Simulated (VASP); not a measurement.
# Al (Fm-3m) in VASP: further runs

The runs below take Al through single point, with r2SCAN.

All numbers are computed with VASP 6.6.1; they aren't measurements. Logs are shortened: lines on timing, memory, paths and dates and some standing lists are left out, and cuts for length are marked.

## (1) The undisturbed crystal

The structure is cubic, space group Fm-3m (No. 225). Conventional cell: a = 4.050 Å, b = 4.050 Å, c = 4.050 Å, α = 90.00°, β = 90.00°, γ = 90.00°. Around Al (site symmetry m-3m) lie 12 Al at 2.86 Å.

## (2) Single point, r2SCAN (a relaxed cell with its volume scaled by 1.03)

File INCAR:

```
ALGO     = Normal         # electronic algorithm
EDIFF    = 1E-7           # SCF threshold, eV
ENCUT    = 520            # plane-wave cutoff, eV
ISIF     = 2              # what is computed and relaxed
ISMEAR   = 0              # smearing method
LASPH    = True           # aspherical terms in the spheres
LCHARG   = False          # write CHGCAR
LMIXTAU  = True         
LREAL    = False          # projectors in reciprocal space
LWAVE    = False          # write WAVECAR
METAGGA  = R2SCAN         # meta-GGA
NBANDS   = 8              # bands
NELM     = 100            # most SCF steps
PREC     = Accurate       # precision mode
SIGMA    = 0.1            # smearing width, eV
```

File KPOINTS:

```
k-points
0
Gamma
  18 18 18
```

File POSCAR:

```
Al                                      
1.0
    0.0000000000      2.0132501058      2.0132501058
    2.0132501058      0.0000000000      2.0132501058
    2.0132501058      2.0132501058      0.0000000000
  Al            
     1
Direct
     0.0000000000000000    0.0000000000000000    0.0000000000000000
```

Potentials or basis: VASP PAW PBE potentials, release 64 (Al).

Run with:

```bash
> cat potpaw_PBE.64/Al/POTCAR > POTCAR
> mpirun -np 1 vasp_std > vasp.out
```

OUTCAR:

```text
EDIFF = 1E-7
   ENCUT = 520
   ISIF = 2
   ISMEAR = 0
   LASPH = True
   LREAL = False
   METAGGA = R2SCAN
   NELM = 100
   PREC = Accurate

 ion  position               nearest neighbor table
   1  0.000  0.000  0.000-

  LATTYP: Found a face centered cubic cell.
 ALAT       =     4.0265002116

  Lattice vectors:

 A1 = (   0.0000000000,   2.0132501058,   2.0132501058)
 A2 = (   2.0132501058,   0.0000000000,   2.0132501058)
 A3 = (   2.0132501058,   2.0132501058,   0.0000000000)

Analysis of symmetry for initial positions (statically):
=====================================================================
 Subroutine PRICEL returns:
 Original cell was already a primitive cell.

 Routine SETGRP: Setting up the symmetry group for a
 face centered cubic supercell.

 Subroutine GETGRP returns: Found 48 space group operations
 (whereof 48 operations were pure point group operations)
 out of a pool of 48 trial point group operations.

The static configuration has the point symmetry O_h .

Analysis of symmetry for dynamics (positions and initial velocities):
=====================================================================
 Subroutine PRICEL returns:
 Original cell was already a primitive cell.

 Routine SETGRP: Setting up the symmetry group for a
 face centered cubic supercell.

 Subroutine GETGRP returns: Found 48 space group operations
 (whereof 48 operations were pure point group operations)
 out of a pool of 48 trial point group operations.

The dynamic configuration has the point symmetry O_h .

 Subroutine INISYM returns: Found 48 space group operations
 (whereof 48 operations are pure point group operations),
 and found     1 'primitive' translations

----------------------------------------------------------------------------------------

                                     Primitive cell

  volume of cell :      16.3201

  direct lattice vectors                    reciprocal lattice vectors
     0.000000000  2.013250106  2.013250106    -0.248354637  0.248354637  0.248354637
     2.013250106  0.000000000  2.013250106     0.248354637 -0.248354637  0.248354637
     2.013250106  2.013250106  0.000000000     0.248354637  0.248354637 -0.248354637

  length of vectors
     2.847165604  2.847165604  2.847165604     0.430162850  0.430162850  0.430162850

  position of ions in fractional coordinates (direct lattice)
     0.000000000  0.000000000  0.000000000

  ion indices of the primitive-cell ions
   primitive index   ion index
                 1           1

----------------------------------------------------------------------------------------

 KPOINTS: k-points

Automatic generation of k-mesh.
 Grid dimensions read from file:
 generate k-points for:   18   18   18

 Generating k-lattice:

  Cartesian coordinates                     Fractional coordinates (reciprocal lattice)
    -0.013797480  0.013797480  0.013797480     0.055555556  0.000000000  0.000000000
     0.013797480 -0.013797480  0.013797480     0.000000000  0.055555556  0.000000000
     0.013797480  0.013797480 -0.013797480     0.000000000  0.000000000  0.055555556

  Length of vectors
     0.023897936  0.023897936  0.023897936

  Shift w.r.t. Gamma in fractional coordinates (k-lattice)
     0.000000000  0.000000000  0.000000000

 Subroutine IBZKPT returns following result:
 ===========================================

 Found    195 irreducible k-points:

 Following reciprocal coordinates:
            Coordinates               Weight
  0.000000  0.000000  0.000000      1.000000
  0.055556  0.000000  0.000000      8.000000
  0.111111  0.000000  0.000000      8.000000
  0.166667  0.000000  0.000000      8.000000
  0.222222  0.000000  0.000000      8.000000
  0.277778  0.000000  0.000000      8.000000
[... 16 lines left out ...]
 -0.277778  0.055556  0.000000     24.000000
 -0.222222  0.055556  0.000000     24.000000
 [... further k-points ...]
   k-points           NKPTS =    195   k-points in BZ     NKDIM =    195   number of bands    NBANDS=      8
   number of dos      NEDOS =    301   number of ions     NIONS =      1
   total plane-waves  NPLWV =  13824
   dimension x,y,z NGX =    24 NGY =   24 NGZ =   24
   dimension x,y,z NGXF=    48 NGYF=   48 NGZF=   48
   ions per type =               1
   NGX,Y,Z   is equivalent  to a cutoff of  14.01, 14.01, 14.01 a.u.
   NGXF,Y,Z  is equivalent  to a cutoff of  28.03, 28.03, 28.03 a.u.
 SYSTEM =  unknown system
   PREC   = accura    normal or accurate (medium, high low for compatibility)
   ISTART =      0    job   : 0-new  1-cont  2-samecut
   ICHARG =      2    charge: 1-file 2-atom 10-const
   ISPIN  =      1    spin polarized calculation?
   LNONCOLLINEAR =      F non collinear calculations
   LSORBIT =      F    spin-orbit coupling
   LASPH  =      T    aspherical Exc in radial PAW
   ENCUT  =  520.0 eV  38.22 Ry    6.18 a.u.   5.29  5.29  5.29*2*pi/ulx,y,z
   NELM   =    100;   NELMIN=  2; NELMDL= -5     # of ELM steps
   EDIFF  = 0.1E-06   stopping-criterion for ELM
   LREAL  =      F    real-space projection
   EDIFFG = 0.1E-05   stopping-criterion for IOM
   NSW    =      0    number of steps for IOM
   IBRION =     -1    ionic relax: 0-MD 1-quasi-New 2-CG
   NFREE  =      0    steps in history (QN), initial steepest desc. (CG)
   ISIF   =      2    stress and relaxation
   ISYM   =      2    0-nonsym 1-usesym 2-fastsym
   POTIM  = 0.5000    time-step for ionic-motion
   TEBEG  =    0.0;   TEEND  =   0.0 temperature during run
   PSTRESS=    0.0 pullay stress
   NELECT =       3.0000    total number of electrons
   NUPDOWN=      -1.0000    fix difference up-down
   EMIN   =  10.00;   EMAX   =-10.00  energy-range for DOS
   EFERMI =   0.00;   METHOD = LEGACY
   ISMEAR =     0;   SIGMA  =   0.10  broadening in eV -4-tet -1-fermi 0-gaus
   EFERMI_NEDOS =   21; number of points for ismear=-14 and -15
   IALGO  =     38    algorithm
   IMIX   =      4    mixing-type and parameters
     AMIX     =   0.40;   BMIX     =  1.00
     AMIX_MAG =   1.60;   BMIX_MAG =  1.00
  volume/ion in A,a.u.               =      16.32       110.13
  Fermi-wavevector in a.u.,A,eV,Ry     =   0.930838  1.759029 11.788900  0.866460
  Thomas-Fermi vector in A             =   2.057269
   LORBIT       =      0    0 simple, 1 ext, 2 COOP (PROOUT), +10 PAW based schemes
   METAGGA = R2SCAN    functional components
   LHFCALC =     F    Hartree Fock is set to
   AEXX    =    0.0000 exact exchange contribution
   IVDW    =     0    specifies the selected vdW correction
   LEPSILON=     F    determine dielectric tensor
   LRPA    =     F    only Hartree local field effects (RPA)
 non-spin polarized calculation
 Gauss-broadening in eV      SIGMA  =   0.10
  energy-cutoff  :      520.00
  volume of cell :       16.32
 maximum number of plane-waves:       459
 NGX is ok and might be reduce to    24
   NGX = 11   NGY = 11   NGZ = 11

 number of electron       3.0000000 magnetization

 Free energy of the ion-electron system (eV)
  ---------------------------------------------------
  ext. energy  EPLUGINS =         0.00000000
  ---------------------------------------------------
  free energy    TOTEN  =        -6.73310061 eV

  energy without entropy =       -6.73040009  energy(sigma->0) =       -6.73175035

 E-fermi :   8.1333     XC(G=0): -10.9469

 val. band max:        8.1289405868   @ k =  -0.3333   0.3889   0.0556
 cond. band min:       8.1335188029   @ k =  -0.2222   0.3889   0.1667
 fundamental gap:      0.0045782161
 Fermi energy:         8.1332953766

 k-point     1 :       0.0000    0.0000    0.0000
  band No.  band energies     occupation
      1      -3.7845      2.00000
      2      21.5155      0.00000
      3      21.5155      0.00000
      4      21.5155      0.00000
      5      23.5034      0.00000
      6      23.5034      0.00000
      7      23.5035      0.00000
      8      25.5730      0.00000

 k-point     2 :       0.0556    0.0000    0.0000
  band No.  band energies     occupation
      1      -3.6946      2.00000
      2      19.9743      0.00000
      3      21.2407      0.00000
      4      21.2407      0.00000
      5      23.9209      0.00000
      6      23.9210      0.00000
      7      24.0026      0.00000
      8      26.5508      0.00000

 k-point     3 :       0.1111    0.0000    0.0000
  band No.  band energies     occupation
      1      -3.4254      2.00000
      2      17.6177      0.00000
      3      20.7452      0.00000
      4      20.7452      0.00000
      5      24.0090      0.00000
      6      24.8195      0.00000
      7      24.8195      0.00000
      8      27.2329      0.00000

 k-point     4 :       0.1667    0.0000    0.0000
  band No.  band energies     occupation
      1      -2.9778      2.00000
      2      15.2328      0.00000
      3      20.2945      0.00000
      4      20.2946      0.00000
      5      23.8130      0.00000
      6      25.4511      0.00000
      7      25.4511      0.00000
      8      26.5333      0.00000

 k-point     5 :       0.2222    0.0000    0.0000
  band No.  band energies     occupation
      1      -2.3535      2.00000
      2      12.9261      0.00000
      3      19.9580      0.00000
      4      19.9581      0.00000
      5      23.6178      0.00000
      6      24.5211      0.00000
      7      24.5211      0.00000
      8      27.6232      0.00000

 k-point     6 :       0.2778    0.0000    0.0000
  band No.  band energies     occupation
      1      -1.5549      2.00000
      2      10.7325      0.00000
      3      19.7561      0.00000
      4      19.7561      0.00000
      5      23.4451      0.00000
      6      23.4451      0.00000
      7      23.5017      0.00000
      8      27.7326      0.00000

 k-point     7 :       0.3333    0.0000    0.0000
  band No.  band energies     occupation
      1      -0.5849      2.00000
      2       8.6694      0.00000
      3      19.6961      0.00000
      4      19.6961      0.00000
      5      22.4782      0.00000
      6      22.4782      0.00000
      7      23.5046      0.00000
      8      26.7431      0.00000
[... 133 lines left out ...]
 k-point    20 :      -0.4444    0.0556    0.0000
  band No.  band energies     occupation
      1       2.3864      2.00000
      2       4.5062      2.00000
      3      18.3325      0.00000
      4      19.5835      0.00000
      5      21.1484      0.00000
      6      21.4541      0.00000
      7      24.7800      0.00000
      8      25.8299      0.00000

 k-point    21 :      -0.3889    0.0556    0.0000
  band No.  band energies     occupation
      1       1.0446      2.00000
      2       6.2141      2.00000
      3      18.0472      0.00000
      4      20.2207      0.00000
      5      21.1676      0.00000
      6      21.7959      0.00000
      7      24.4345      0.00000
      8      26.5068      0.00000

 k-point    22 :      -0.3333    0.0556    0.0000
  band No.  band energies     occupation
      1      -0.1463      2.00000
      2       8.0834      1.51946
      3      17.9144      0.00000
      4      20.9415      0.00000
      5      21.0941      0.00000
      6      22.5874      0.00000
      7      24.2385      0.00000
      8      27.3061      0.00000

 k-point    23 :      -0.2778    0.0556    0.0000
  band No.  band energies     occupation
      1      -1.1720      2.00000
      2      10.0963      0.00000
      3      17.9346      0.00000
      4      21.0104      0.00000
      5      21.9619      0.00000
      6      23.4996      0.00000
      7      24.2005      0.00000
      8      28.1536      0.00000

 k-point    24 :      -0.2222    0.0556    0.0000
  band No.  band energies     occupation
      1      -2.0276      2.00000
      2      12.2405      0.00000
      3      18.1075      0.00000
      4      21.1473      0.00000
      5      23.0310      0.00000
      6      24.1591      0.00000
      7      24.6565      0.00000
      8      26.9727      0.00000

 [... further k-points ...]

------------------------ aborting loop because EDIFF is reached ----------------------------------------

  FORCE on cell =-STRESS in cart. coord.  units (eV):
  Direction    XX          YY          ZZ          XY          YZ          ZX
  --------------------------------------------------------------------------------------
  -------------------------------------------------------------------------------------
  Total       -0.2590654     -0.2590654     -0.2590654      0.0000000      0.0000000     -0.0000000
  in kB      -25.4329573    -25.4329573    -25.4329573      0.0000000      0.0000000     -0.0000000
  external PRESSURE =     -25.4329573 kB  Pullay stress =       0.0000000 kB

 VOLUME and BASIS-vectors are now :
 -----------------------------------------------------------------------------
  energy-cutoff  :      520.00
  volume of cell :       16.32
      direct lattice vectors                 reciprocal lattice vectors
     0.000000000  2.013250106  2.013250106    -0.248354637  0.248354637  0.248354637
     2.013250106  0.000000000  2.013250106     0.248354637 -0.248354637  0.248354637
     2.013250106  2.013250106  0.000000000     0.248354637  0.248354637 -0.248354637

 POSITION                                       TOTAL-FORCE (eV/Angst)
 -----------------------------------------------------------------------------------
      0.00000      0.00000      0.00000         0.000000      0.000000      0.000000
 -----------------------------------------------------------------------------------
    total drift:                                0.000000     -0.000000     -0.000000

  FREE ENERGIE OF THE ION-ELECTRON SYSTEM (eV)
  ---------------------------------------------------
  free  energy   TOTEN  =        -6.7331006089 eV

  energy  without entropy=       -6.7304000857  energy(sigma->0) =       -6.73175035
```

Wall time 2.9 min (1 thread of AMD EPYC 9R14 (Zen 4), shared host); peak memory 0.11 GiB.

What came out:

```yaml
Free_energy: -6.7331 eV
Pressure: -2.5 GPa
Band_gap_on_the_k_mesh: none (metal or under the smearing width)
```

Levels at points of the mesh, in eV from the Fermi level:
| k point | band 1 | band 2 | band 3 | band 4 | band 5 |
| --- | --- | --- | --- | --- | --- |
| (0.00, 0.00, 0.00) | -11.92 | 13.38 | 13.38 | 13.38 | 15.37 |
| (0.50, 0.00, 0.00) | -5.05 | -4.55 | 12.13 | 12.13 | 12.44 |
| (0.50, 0.50, 0.00) | -3.19 | -1.66 | 5.47 | 6.05 | 6.05 |

Caveat: the PAW data sets were made with another functional, which shifts forces and pressure a little.

## (3) Single point, r2SCAN (a relaxed cell with its volume scaled by 0.94)

INCAR is that of step 2.

KPOINTS is that of step 2.

File POSCAR:

```
Al                                      
1.0
    0.0000000000      1.9528157699      1.9528157699
    1.9528157699      0.0000000000      1.9528157699
    1.9528157699      1.9528157699      0.0000000000
  Al            
     1
Direct
     0.0000000000000000    0.0000000000000000    0.0000000000000000
```

Potentials or basis: VASP PAW PBE potentials, release 64 (Al).

Run with:

```bash
> cat potpaw_PBE.64/Al/POTCAR > POTCAR
> mpirun -np 1 vasp_std > vasp.out
```

Wall time 3.4 min (1 thread of AMD EPYC 9R14 (Zen 4), shared host); peak memory 0.11 GiB.

Results (log left out):

* Free energy: -6.7186 eV
* Pressure: 6.6 GPa
* Band gap on the k mesh: none (metal or under the smearing width)

Levels at points of the mesh, in eV from the Fermi level:
| k point | band 1 | band 2 | band 3 | band 4 |
| --- | --- | --- | --- | --- |
| (0.00, 0.00, 0.00) | -12.59 | 13.91 | 13.91 | 13.91 |
| (0.50, 0.00, 0.00) | -5.43 | -4.68 | 12.57 | 12.57 |
| (0.50, 0.50, 0.00) | -3.41 | -1.72 | 5.48 | 6.53 |

Caveat: the PAW data sets were made with another functional, which shifts forces and pressure a little.
